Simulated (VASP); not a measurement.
Wanted: the native input for a VASP 6.6.1 run.

```
Task                   : relaxation of cell and atoms
Functional             : PBEsol
Potentials or basis    : VASP PAW PBE potentials, release 64 (Si, C)
Cutoff                 : 600 eV
k mesh                 : 12 × 12 × 12
Occupations            : gaussian, width 0.03 eV
Spin                   : no spin polarisation
Further INCAR settings : ALGO = Normal; EDIFF = 1e-06; IBRION = 2; EDIFFG = -0.01; NSW = 90; ISIF = 3
```

The structure of SiC lies in POSCAR:

```
SiC
1.0
    0.0000000000      2.1192710500      2.1192710500
    2.1192710500      0.0000000000      2.1192710500
    2.1192710500      2.1192710500      0.0000000000
Si C
1 1
Direct
    0.0000000000      0.0000000000      0.0000000000
    0.5000000000      0.5000000000      0.5000000000
```

The cell was built by a generator and needn't be a form met in nature.

These files were run (other wordings do the same):

INCAR

```
PREC = Accurate ; ENCUT = 600
EDIFF = 1E-6 ; ISMEAR = 0
SIGMA = 0.03 ; LREAL = False
LASPH = True ; NELM = 80
ALGO = Normal ; ISIF = 3
LWAVE = False ; LCHARG = False
GGA = PS ; IBRION = 2
NSW = 90 ; EDIFFG = -0.01
```

KPOINTS

```
Automatic mesh
0
Gamma
  12 12 12
```

Potentials or basis: VASP PAW PBE potentials, release 64 (Si, C).

Command:

```console
$ cat potpaw_PBE.64/Si/POTCAR potpaw_PBE.64/C/POTCAR > POTCAR
$ mpirun -np 1 vasp_std > vasp.out
```

It gave:

```yaml
Relaxed_volume: 8.23 Å³/atom
Relaxed_cell: a = 2.855 Å, b = 2.855 Å, c = 2.855 Å, α = 60.00°, β = 60.00°, γ = 60.00°
Space_group_after_relaxing_to_0.05_Å: Fm-3m (No. 225)
Energy_gained_by_relaxing: 128.0 meV/atom
Ionic_steps: 15
Pressure_after_relaxing: 0.1 GPa
Band_gap_on_the_k_mesh: none (metal or under the smearing width)
```

Caveat: the PAW data sets were made with another functional, which shifts forces and pressure a little.

Run time: 39 s on 1 thread of Intel(R) Xeon(R) Platinum 8488C (Sapphire Rapids), on a shared host, peak memory 0.14 GiB.
